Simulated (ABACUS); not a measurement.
# PbO (Litharge) (P4/nmm) in ABACUS: reference runs

Reference runs on PbO (Litharge): the cell as given and a disturbed copy.

Program: ABACUS 3.10.1. These are calculated values, not measurements. Logs are shortened: lines on timing, memory, paths and dates and some standing lists are left out, and cuts for length are marked.

## Step 1: The structure

Symmetry: P4/nmm, No. 129, tetragonal system. Conventional cell: a = 3.990 Å, b = 3.990 Å, c = 5.010 Å, α = 90.00°, β = 90.00°, γ = 90.00°. Pb (site symmetry 4mm) is surrounded by 4 O at 2.33 Å. O (site symmetry -4m2) has 4 Pb at 2.33 Å as nearest neighbours.

## Step 2: Single point, PBEsol

Input file INPUT:

```
INPUT_PARAMETERS
suffix              PbO
calculation         scf
basis_type          pw
pseudo_dir          ./
symmetry            1
dft_functional      pbesol
ecutwfc             84
pseudo_rcut         7
nspin               1
nbands              24
ks_solver           dav
smearing_method     fd
smearing_sigma      0.00367493
scf_thr             1e-08
scf_nmax            100
mixing_type         broyden
mixing_beta         0.7
cal_force           1
cal_stress          1
out_chg             1
out_pot             2
out_elf             1
```

Input file STRU:

```
ATOMIC_SPECIES
Pb 207.2000 Pb.upf
O 15.9990 O.upf

LATTICE_CONSTANT
1.8897261246

LATTICE_VECTORS
3.9900000000 0.0000000000 0.0000000000
0.0000000000 3.9900000000 0.0000000000
0.0000000000 0.0000000000 5.0100000000

ATOMIC_POSITIONS
Direct

Pb
0.0
2
0.5000000000 0.0000000000 0.7600000000 1 1 1
0.0000000000 0.5000000000 0.2400000000 1 1 1

O
0.0
2
0.5000000000 0.5000000000 0.0000000000 1 1 1
0.0000000000 0.0000000000 0.0000000000 1 1 1
```

Input file KPT:

```
K_POINTS
0
Gamma
7 7 6 0 0 0
```

Potentials or basis: PseudoDojo NC SR 0.4.1 PBEsol standard, plane waves.

Started as:

```
$ OMP_NUM_THREADS=1 mpirun -np 4 abacus > log
```

running log:

```text
ABACUS v3.10.1

               Atomic-orbital Based Ab-initio Computation at UStc

 ------------------------------------------------------------------------------------

 READING GENERAL INFORMATION
                           global_out_dir = OUT.PbO/
                           global_in_card = INPUT
                               pseudo_dir = ./
                              orbital_dir =
                                    DSIZE = 4
                                    GSIZE = 1

 READING UNITCELL INFORMATION
                                    ntype = 2
                  lattice constant (Bohr) = 1.88973
              lattice constant (Angstrom) = 1

 READING ATOM TYPE 1
                               atom label = Pb
                      L=0, number of zeta = 1
                      L=1, number of zeta = 1
                      L=2, number of zeta = 1
             number of atom for this type = 2

 READING ATOM TYPE 2
                               atom label = O
                      L=0, number of zeta = 1
                      L=1, number of zeta = 1
                      L=2, number of zeta = 1
             number of atom for this type = 2

                        TOTAL ATOM NUMBER = 4
DIRECT COORDINATES
    atom                   x                   y                   z     mag                  vx                  vy                  vz
taud_Pb1            0.5000000000        0.0000000000        0.7600000000  0.0000        0.0000000000        0.0000000000        0.0000000000
taud_Pb2            0.0000000000        0.5000000000        0.2400000000  0.0000        0.0000000000        0.0000000000        0.0000000000
taud_O1            0.5000000000        0.5000000000        0.0000000000  0.0000        0.0000000000        0.0000000000        0.0000000000
taud_O2            0.0000000000        0.0000000000        0.0000000000  0.0000        0.0000000000        0.0000000000        0.0000000000

                          Volume (Bohr^3) = 538.245
                             Volume (A^3) = 79.7596

 Lattice vectors: (Cartesian coordinate: in unit of a_0)
                +3.99                  +0                  +0
                   +0               +3.99                  +0
                   +0                  +0               +5.01
 Reciprocal vectors: (Cartesian coordinate: in unit of 2 pi/a_0)
            +0.250627                  -0                  +0
                   -0           +0.250627                  -0
                   +0                  -0           +0.199601
 The esolver type has been set to : ksdft_pw

                PAO radial cut off (Bohr) = 7

 Read in pseudopotential file is Pb.upf
                     pseudopotential type = NC
          exchange-correlation functional = PBESOL
                 nonlocal core correction = 1
                        valence electrons = 14
[... 196 lines left out ...]
 O non-local projectors:
 projector 1 L=0
 projector 2 L=0
 projector 3 L=1
 projector 4 L=1
 projector 5 L=2
      TOTAL NUMBER OF NONLOCAL PROJECTORS = 62

 Init Non-Local PseudoPotential table :
 Init Non-Local-Pseudopotential done.

                                     npwx = 1762

 Make real space PAO into reciprocal space.
       max mesh points in Pseudopotential = 701
     dq(describe PAO in reciprocal space) = 0.01
                                    max q = 1104

 number of pseudo atomic orbitals for Pb is 3
WARNING: norm of atomic wavefunction # 2 of atomic type Pb is 0.999895, renormalized
WARNING: norm of atomic wavefunction # 3 of atomic type Pb is 0.990856, renormalized

 number of pseudo atomic orbitals for O is 2
WARNING: norm of atomic wavefunction # 2 of atomic type O is 0.999978, renormalized

 -------------------------------------------
 SELF-CONSISTENT
 -------------------------------------------
                                 init_chg = atomic

 PW ALGORITHM --------------- ION=   1  ELEC=   1--------------------------------

 Density error is 1.3086524799
                          Error Threshold = 0.01
----------------------------------------------------------
     Energy           Rydberg                 eV
----------------------------------------------------------
 E_KohnSham     -346.4108234146      -4713.1610473101
 E_Harris       -339.5432698580      -4619.7231876204
 E_Fermi        0.6217502227         8.4593457614
----------------------------------------------------------
[... 87 lines left out ...]
 Density error is 2.75882528997e-09
                          Error Threshold = 2.64060452459e-10
----------------------------------------------------------
     Energy           Rydberg                 eV
----------------------------------------------------------
 E_KohnSham     -347.0097107656      -4721.3093277438
 E_KS(sigma->0) -347.0097107627      -4721.3093277042
 E_Harris       -347.0098938727      -4721.3118190446
 E_band         -7.0858472224        -96.4078973820
 E_one_elec     -105.0773426435      -1429.6505906495
 E_Hartree      80.9566049266        1101.4711177365
 E_xc           -95.7509698196       -1302.7587785729
 E_Ewald        -227.1380032233      -3090.3710761787
 E_entropy(-TS) -0.0000000058        -0.0000000792
 E_descf        0.0000000000         0.0000000000
 E_exx          0.0000000000         0.0000000000
 E_Fermi        0.6848141276         9.3173742056
----------------------------------------------------------

 charge density convergence is achieved
 final etot is -4721.3093277 eV
 EFERMI = 9.3173742056 eV
The vacuum level is 10.615637469 eV

 STATE ENERGY(eV) AND OCCUPATIONS    NSPIN == 1
 1/40 kpoint (Cartesian) = 0.0000 0.0000 0.0000 (1729 pws)
       1       -9.52187     0.00680272
       2       -9.00487     0.00680272
       3       -7.31151     0.00680272
       4       -7.31151     0.00680272
       5       -7.25178     0.00680272
       6       -7.22380     0.00680272
[... 146 lines left out ...]
      23        13.6525    1.20478e-39
      24        13.7926    7.31675e-41

[... levels at 34 further k points ...]

------------------------------------------------------------------------------------------
 TOTAL-FORCE (eV/Angstrom)
------------------------------------------------------------------------------------------
                       Pb1         0.0000000000         0.0000000000         0.2482737952
                       Pb2         0.0000000000         0.0000000000        -0.2482737952
                        O1         0.0000000000         0.0000000000         0.0000000000
                        O2         0.0000000000         0.0000000000         0.0000000000
------------------------------------------------------------------------------------------

----------------------------------------------------------------
 TOTAL-STRESS (KBAR)
----------------------------------------------------------------
        -1.3144645145         0.0000000000         0.0000000000
         0.0000000000        -1.3144645145         0.0000000000
         0.0000000000         0.0000000000        -8.0832629731
----------------------------------------------------------------
 TOTAL-PRESSURE: -3.570731 KBAR

 --------------------------------------------
 !FINAL_ETOT_IS -4721.3093277438401856 eV
 --------------------------------------------
```

It took 18 s on 4 MPI ranks of AMD EPYC 9R45 (Zen 5), shared host; peak memory 0.4 GiB.

What came out:

```yaml
Free_energy: -4721.3093 eV
Pressure: -0.4 GPa
Largest_force: 0.248 eV/Å
Band_gap_on_the_k_mesh: 1.35 eV, indirect (least direct gap 2.28 eV)
```

Forces in eV/Å, atoms in the order of the input:
```
Pb   0.000  0.000  0.248
Pb   0.000  0.000 -0.248
O    0.000  0.000  0.000
O    0.000  0.000  0.000
```

Stress tensor (GPa, compression positive):
```
-0.13  0.00  0.00
 0.00 -0.13  0.00
 0.00  0.00 -0.81
```

Caveat: spin-orbit coupling is left out, which as a rule narrows the gap of such compounds by several tenths of an eV; an odd mesh through Γ misses points on the zone boundary, where band edges often lie.

## Step 3: Single point, PBEsol (atoms moved at random, drawn with an rms of 0.05 Å)

INPUT: that of step 2 with these lines changed.

```diff
@@ -20,4 +20,2 @@
 cal_stress          1
-out_chg             1
-out_pot             2
-out_elf             1
+kpar                4
```

Input file STRU:

```
ATOMIC_SPECIES
Pb 207.2000 Pb.upf
O 15.9990 O.upf

LATTICE_CONSTANT
1.8897261246

LATTICE_VECTORS
3.9900000000 0.0000000000 0.0000000000
0.0000000000 3.9900000000 0.0000000000
0.0000000000 0.0000000000 5.0100000000

ATOMIC_POSITIONS
Direct

Pb
0.0
2
0.5025100000 0.0002860000 0.7640710000 1 1 1
-0.0105290000 0.5078170000 0.2474320000 1 1 1

O
0.0
2
0.4947560000 0.5065610000 -0.0022200000 1 1 1
-0.0062690000 0.0124200000 0.0082440000 1 1 1
```

KPT is that of step 2.

Potentials or basis: PseudoDojo NC SR 0.4.1 PBEsol standard, plane waves.

Started as:

```
$ OMP_NUM_THREADS=1 mpirun -np 4 abacus > log
```

Wall time 51 s (4 MPI ranks of AMD EPYC 9R45 (Zen 5), shared host); peak memory 1 GiB.

It converged, with:

| Property | Result |
| --- | --- |
| Free energy | -4721.2906 eV |
| Pressure | -0.7 GPa |
| Largest force | 0.487 eV/Å |
| Band gap on the k mesh | 1.30 eV, indirect (least direct gap 2.23 eV) |

Forces in eV/Å, atoms in the order of the input:
```
Pb  -0.162  0.148  0.253
Pb   0.111  0.019 -0.474
O   -0.047 -0.010  0.277
O    0.098 -0.157 -0.056
```

Stress tensor (GPa, compression positive):
```
-1.11 -0.01  0.57
-0.01  0.31 -0.21
 0.57 -0.21 -1.33
```

Levels at points of the mesh, in eV from the valence-band top:
```csv
k point,band 18,band 19,band 20,band 21,band 22,band 23
"(0.00, 0.00, 0.00)",-1.55,-1.46,0.00,2.36,5.42,5.46
"(0.00, 0.00, 0.50)",-1.59,-1.48,-0.94,1.97,3.79,3.93
```

Caveat: spin-orbit coupling is left out, which as a rule narrows the gap of such compounds by several tenths of an eV; an odd mesh through Γ misses points on the zone boundary, where band edges often lie.
